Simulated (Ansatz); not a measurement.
## Run record: bands, slopes and optics on a fine k mesh of BeSe (F-43m)

Level of theory: r²SCAN, PAW on Ansatz 0.2.0's default frozen-core files (fitted under PBE), scalar-relativistic.

The cell comes from a PAW relaxation under the same functional.

Launched as:

```sh
ansatz run input.yaml --threads 1 --pin off --max-ram 3072MiB --backend cpu --events-out ev --progress --plain --runs-dir out
```

Input file:

```yaml
crystal:
  lattice:
    - [0.0, 2.58099195375, 2.58099195375]
    - [2.58099195375, 0.0, 2.58099195375]
    - [2.58099195375, 2.58099195375, 0.0]
  atoms:
    - { symbol: Be, position: [0.0, 0.0, 0.0] }
    - { symbol: Se, position: [0.75, 0.75, 0.75] }
kpoints:
  mp_grid: { grid: [8, 8, 8] }
scf:
  occupations: { method: fixed }
hamiltonian:
  xc: r2scan
  pseudopotentials: { kind: paw }
output:
  forces: true
  stress: true
  eigenvalues: true
  eigenstates:
    nscf_kmesh: { grid: [14, 14, 14] }
    de_dk: true
    e_range: [-9, 13.12469756741]
  optics:
    e_range: [0, 25]
    de: 0.2
    sigma: 0.25
    bands: { spectra_wanted_up_to: 25 }
    nscf_kmesh: { grid: [14, 14, 14] }
checkpoint:
  write: ck
  write_wavefunctions: false
```

Output (shortened where marked):

```
Warning: RAYON_NUM_THREADS=1 ignored (pool sized by the plan → 1); use --threads N
Engine: ansatz 0.2.0, x86_64-unknown-linux-gnu
Pseudopotentials: kind: paw
Pseudopotential: Be, paw, valence charge 2, recommended cutoff 500 eV (meta_gga), Be.paw.azcp
Pseudopotential: Se, paw, valence charge 16, recommended cutoff 500 eV (meta_gga), Se.paw.azcp
Functional definition: r2SCAN
  parameter k0 = 0.174
  parameter k1 = 0.065
  parameter a1 = 4.9479
  exchange = r2scan_x(k0 = k0, k1 = k1, a1 = a1)
  correlation = r2scan_c
Crystal: 2 atoms, lattice volume = 34.387 Å³
Basis set: ecut = 500 eV, 893 PW (Γ), exchange–correlation on 108×108×108 points (64 copies of the dense FFT grid, shifted against one another)
Bands: 13, of which v1, the nominal top of the filled ones, is band 9 counted from 1 (8 counted from 0)
Symmetry: 24 space group operations
Space group: F-43m (ITA 216), of the structure as read, at distance tolerance 3.3e-5 Å
k-points: 29 of 512 (time reversal used)
Non-local potential: Be, projectors of the file, l = 0: 2, l = 1: 2, l = 2: 1
Non-local potential: Se, projectors of the file, l = 0: 2, l = 1: 2, l = 2: 3, l = 3: 1
PAW form: soft (Blöchl's): semilocal exchange-correlation on the pseudo side does not see the compensation charge
PAW frozen core: Be, regenerated for the run's functional (the file was generated under x = pbe(κ = 0.804, μ = 0.2195149727645171), c = pbe(β = 0.06672455060314922))
PAW frozen core: Se, regenerated for the run's functional (the file was generated under x = pbe(κ = 0.804, μ = 0.2195149727645171), c = pbe(β = 0.06672455060314922))
PAW one-centre angular grid: Be, 302 points (default); XC on 255 of its mesh's 2635 points in the sphere
PAW one-centre angular grid: Se, 590 points (default); XC on 160 Gauss nodes
Initial density: superposition of atomic densities (neutral atoms: chi_scale 0, normalization atom), corrected by the library's trained network
Initial wavefunctions: pseudopotential atomic-orbital guess
Functional: x = r2scan, c = r2scan; τ floored in thin density (d = 2e-4 eV/Å³)
SCF iter   1: F=—  HF=-5573.288875 eV  |F-HF|=—  |Δ(HF+E_count)|=         —  Δρ=5.23e-3  dr2=1.43e-2  dr2_τ=2.38e-2  ethr=1.77e-3  ⟨swp⟩=4.4  Hψ=1975  notcnv=0  defer=46
preconditioner: auto → none  [insulator: Δε(μ)=3.097 eV  Ē_g=12.936 eV  n_scr=14 (ndim 8)  ℏωp=17.9 eV  f_vac=0.010  ε∞_Penn≈2.9]
SCF iter   2: F=—  HF=-5573.339805 eV  |F-HF|=—  |Δ(HF+E_count)|=   5.09e-2  Δρ=2.18e-3  dr2=1.28e-3  dr2_τ=9.67e-5  ethr=7.92e-5  ⟨swp⟩=3.0  Hψ=939  notcnv=0  defer=51
SCF iter   3: F=—  HF=-5573.340330 eV  |F-HF|=—  |Δ(HF+E_count)|=   5.24e-4  Δρ=8.60e-4  dr2=1.73e-4  dr2_τ=4.89e-6  ethr=7.08e-6  ⟨swp⟩=3.0  Hψ=702  notcnv=0  defer=52
SCF iter   4: F=—  HF=-5573.340401 eV  |F-HF|=—  |Δ(HF+E_count)|=   7.10e-5  Δρ=1.38e-4  dr2=4.03e-6  dr2_τ=1.16e-7  ethr=9.63e-7  ⟨swp⟩=2.0  Hψ=550  notcnv=0  defer=52
SCF iter   5: F=—  HF=-5573.340401 eV  |F-HF|=—  |Δ(HF+E_count)|=   5.25e-7  Δρ=2.20e-5  dr2=1.53e-7  dr2_τ=2.66e-9  ethr=2.24e-8  ⟨swp⟩=2.0  Hψ=463  notcnv=0
SCF iter   6: F=—  HF=-5573.340401 eV  |F-HF|=—  |Δ(HF+E_count)|=   4.61e-7  Δρ=2.96e-6  dr2=2.52e-9  dr2_τ=1.54e-10  ethr=8.51e-10  ⟨swp⟩=2.0  Hψ=493  notcnv=0
SCF iter   7: F=—  HF=-5573.340401 eV  |F-HF|=—  |Δ(HF+E_count)|=  2.55e-11  Δρ=3.71e-7  dr2=3.21e-11  dr2_τ=7.30e-13  ethr=1.40e-11  ⟨swp⟩=2.0  Hψ=466  notcnv=0
SCF iter   8: F=-5573.340401 eV  HF=-5573.340401 eV  |F-HF|=0.00e0  |Δ(HF+E_count)|=  2.91e-11  Δρ=3.54e-8  dr2=2.42e-13  dr2_τ=5.97e-15  ethr=1.00e-12  ⟨swp⟩=6.0  Hψ=2021  notcnv=0
SCF 1 converged in 8 iterations: F = -5573.340401 eV  dr2 = 2.42e-13
  greatest PAW one-centre occupation: 1.000 electrons in one spin orbital (limit 2), on the Se atom at site 1 (counted from 0), in its partial waves of l = 2
NSCF: frozen V_eff on 104 k-points
NSCF: frozen V_eff on 1 k-points
NSCF: frozen V_eff on 1 k-points
NSCF: frozen V_eff on 104 k-points
output.optics: what the bands over the 33 summed would add to eps1, eps2 and the energy-loss function is held between a lower and an upper bound (5 Lanczos steps). eps1, eps2 and their loss function (loss_summed_bands) are given ...
SCF converged after 8 iterations
Free energy (F): -5573.340401 eV
Harris-Foulkes:  -5573.340401 eV  (|F-HF|=0.00e0)
Internal energy: -5573.340401 eV  (E = F + TS)
E sigma→0 (E₀):  -5573.340401 eV
Fermi energy:    6.597398 eV
--- Per-component energies (eV) ---
  E_band       = -398.219829
  E_kinetic    = 139.263294
  E_local      = -2533.624212  (includes V_loc(G=0)·N_el)
  E_nonlocal   = -591.908923
  E_hartree    = 1251.903557
  E_xc         = -117.569022
  E_vxc        = -128.382917  (∫ρ·V_xc dr)
  E_paw        = -1985.377524  (= ΣΔE_a)
  E_vpaw       = 206.611612  (= ΣTr[D̂ρ^β])
  E_aug_tail   = -0.000212  (compensation charges beyond the density's cutoff)
  E_vtau       = 6.014414  (kinetic-family band-sum trace: ∫τ·v_τ [+ j·A + Jᵃ·Aᵃ] dr)
  E_ewald      = -1734.250562
  E_core_change = -1.776797  (= ΣΔE_core)
  E_smearing   = -0.000000  (= −TS)
  E_closure    = -0.000000  (closes the sum)
  Σ components = -5573.340401   (vs F -5573.340401, Δ=0.00e0)
--- Forces (eV/Å), atoms counted from 1 ---
  atom   1  Be    -0.00000000     0.00000000     0.00000000
  atom   2  Se     0.00000000    -0.00000000     0.00000000
  max |Σ_I F_I| component: 2.82e-16 eV/Å
--- Stress (GPa, compression-positive) ---
        0.004970       0.000000      -0.000000
        0.000000       0.004970       0.000000
       -0.000000       0.000000       0.004970
  P = ⅓ Tr σ = 0.0050 GPa (0.050 kbar)
--- Fermi surface from the table of eigenstates not read: on its mesh, or on one of the eight of every second point, the electrons fill whole bands (an insulator's do; a metal wants a denser output.eigenstates.nscf_kmesh) ---
```

The run converged.

Head of optics.tsv:

```
# E[eV]	eps2_xx	eps2_yy	eps2_zz	eps2_xy	eps2_xz	eps2_yz	eps1_xx	eps1_yy	eps1_zz	eps1_xy	eps1_xz	eps1_yz	loss_summed_bands_xx	loss_summed_bands_yy	loss_summed_bands_zz	eps
# format = ansatz-optics/6
# eps_inf(xx yy zz) = 5.771779 5.771779 5.771779
# eps_inf_bands = all
# eps_inf_summed_bands(xx yy zz) = 5.751558 5.751558 5.751558
# eps_inf_completed(xx yy zz) = 5.771779 5.771779 5.771779
# k_sum = mesh_cells
# eps2_relative_error = 0.0003
# eps_inf_relative_error = 0.0037
# f_sum_n_eff(xx yy zz) = 9.163133 9.163133 9.163133 of n_electrons = 18.000000
# f_sum_n_eff_momentum_only(xx yy zz) = 7.845719 7.845719 7.845719
# loss_f_sum_n_eff(xx yy zz) = 9.163506 9.163506 9.163506
# perfect_screening_sum(xx yy zz) = 0.826134 0.826134 0.826134
# perfect_screening_sum_on_rows(xx yy zz) = 0.826133 0.826133 0.826133
# n_bands = 33
# n_bands_set_by = photon_energy
# valid_up_to_ev = 39.046681
# least_direct_gap_ev = 5.036690e0 at k(fractional) = 0.000000 0.000000 0.000000, k_point = 0, channel = 0, bands = 8 9 (counted from 0)
# evaluated_top_ev = 95.400000
# all_electron_strengths = true
# band_completion = completed
# response = whole
# tolerance = 0.01
# method = lanczos_chains
# lanczos_steps = 5
# chains_run = together
# ended_by = wanted_rows_settled
# boundable_up_to_ev = 39.046681
# wanted_up_to_ev = 25.000000
# change_inside_cells = 0.0000 (estimated)
# bound_at_0(xx yy zz) = bounded bounded bounded
```

Dielectric function:

Independent-particle optical response of a crystal from Kohn-Sham bands on the fine mesh, no local fields or excitons; Cartesian axes as in the input.

```
Fine mesh  : 14, 14, 14
Line width : 0.25 eV
```

```tsv
photon energy (eV)	dielectric real xx	dielectric imag xx
0.8	5.831	0
1.6	6.018	0
2.4	6.371	0
3.2	6.978	0
4	8.062	0
4.8	10.48	0.03
5.6	16.76	4.532
6.4	12.58	17.5
7.2	-2.547	13
8	-4.334	10.43
8.8	-4.397	6.141
9.6	-3.669	3.926
10.4	-2.876	2.581
11.2	-1.859	2.059
12	-1.686	1.713
12.8	-1.326	1.436
13.6	-1.212	1.112
14.4	-0.927	0.867
15.2	-0.74	0.692
16	-0.473	0.587
16.8	-0.361	0.517
17.6	-0.214	0.463
18.4	-0.134	0.42
19.2	-0.032	0.382
20	-0.03	0.339
20.8	0.052	0.256
21.6	0.114	0.21
22.4	0.218	0.105
23.2	0.312	0.137
24	0.359	0.128
24.8	0.399	0.116
```

### Optical constants

Normal incidence from vacuum, light polarised along x.

- Fine mesh: 14, 14, 14
- Line width: 0.25 eV

```tsv
photon energy (eV)	refractive index	extinction	reflectivity	loss function	absorption (×10⁵ cm⁻¹)
0.4	2.405	0	0.1703	0	0
0.8	2.415	0	0.1716	0	0
1.2	2.43	0	0.1739	0	0
1.6	2.453	0	0.1771	0	0
2	2.484	0	0.1814	0	0
2.4	2.524	0	0.187	0	0
2.8	2.576	0	0.1942	0	0
3.2	2.642	0	0.2032	0	0
3.6	2.727	0	0.2147	0	0
4	2.839	0	0.2295	0	0
4.4	2.995	0	0.2494	0	0
4.8	3.237	0.005	0.2788	0.0003	0.023
5.2	3.649	0.123	0.3251	0.005	0.647
5.6	4.13	0.549	0.3794	0.015	3.114
6	4.327	1.413	0.4302	0.0285	8.593
6.4	4.131	2.118	0.4637	0.0377	13.74
6.8	3.463	3.144	0.5352	0.0455	21.67
7.2	2.313	2.81	0.5098	0.0741	20.51
7.6	2.329	2.69	0.4914	0.0782	20.72
8	1.866	2.795	0.5344	0.0818	22.67
8.4	1.474	2.621	0.5461	0.0945	22.32
8.8	1.256	2.444	0.5459	0.1077	21.8
9.2	1.062	2.285	0.5516	0.1204	21.3
9.6	0.923	2.126	0.5508	0.136	20.69
10	0.804	1.983	0.5527	0.152	20.1
10.4	0.703	1.836	0.5516	0.1728	19.35
10.8	0.634	1.666	0.5342	0.2093	18.23
11.2	0.676	1.522	0.4723	0.2676	17.28
11.6	0.65	1.512	0.481	0.2679	17.78
12	0.599	1.43	0.4793	0.2965	17.39
12.4	0.557	1.351	0.4755	0.3302	16.98
12.8	0.561	1.281	0.4498	0.3759	16.62
13.2	0.525	1.26	0.4637	0.3808	16.86
13.6	0.465	1.195	0.4795	0.411	16.47
14	0.434	1.118	0.4752	0.4689	15.87
14.4	0.414	1.048	0.4656	0.5383	15.29
14.8	0.404	0.993	0.4537	0.6079	14.89
15.2	0.37	0.936	0.4627	0.6744	14.42
15.6	0.354	0.849	0.4458	0.839	13.43
16	0.375	0.783	0.4014	1.033	12.7
16.4	0.384	0.751	0.3803	1.139	12.49
16.8	0.367	0.704	0.3791	1.299	11.99
17.2	0.372	0.647	0.3527	1.554	11.27
17.6	0.385	0.602	0.3247	1.779	10.74
18	0.397	0.571	0.3032	1.938	10.42
18.4	0.392	0.536	0.2954	2.159	10
18.8	0.396	0.493	0.2772	2.442	9.392
19.2	0.419	0.455	0.2453	2.603	8.86
19.6	0.428	0.457	0.2387	2.546	9.082
20	0.394	0.43	0.2596	2.927	8.722
20.4	0.38	0.374	0.2566	3.523	7.726
20.8	0.396	0.323	0.2288	3.755	6.812
21.2	0.406	0.269	0.2078	3.89	5.775
21.6	0.42	0.25	0.1915	3.672	5.472
22	0.411	0.179	0.1874	3.647	4.001
22.4	0.479	0.11	0.1287	1.803	2.496
22.8	0.548	0.108	0.0897	1.22	2.505
23.2	0.571	0.12	0.08	1.184	2.825
23.6	0.591	0.112	0.0709	1.012	2.673
24	0.609	0.105	0.0632	0.8793	2.556
24.4	0.624	0.103	0.0572	0.7989	2.537
24.8	0.638	0.091	0.0518	0.673	2.287
```

### Optical peaks

Highest local maxima between 0.6 eV and the top less 1.5 eV.

```json
{"Fine mesh": "14, 14, 14", "Window top": "25 eV", "Line width": "0.25 eV", "Highest loss peak energy x": "21.05 eV", "Highest loss peak height x": "3.948", "Highest eps2 peak energy x": "6.729 eV", "Highest eps2 peak height x": "21.77", "Dielectric electronic (x, y, z)": "5.772, 5.772, 5.772", "Refractive index at 1 eV, x-polarised": "2.422", "Refractive index at 2 eV, x-polarised": "2.484"}
```

Limits of these numbers: frozen-core PAW files fitted under PBE, their cores solved anew for the functional of the run; no spin-orbit coupling on heavy atoms; semilocal gaps are low, and what follows the gap (onsets, screening, light masses) shifts with it.

Time and hardware: 42 s on 1 thread of Intel(R) Xeon(R) Platinum 8488C (Sapphire Rapids), on a shared host, peak memory 0.74 GiB.
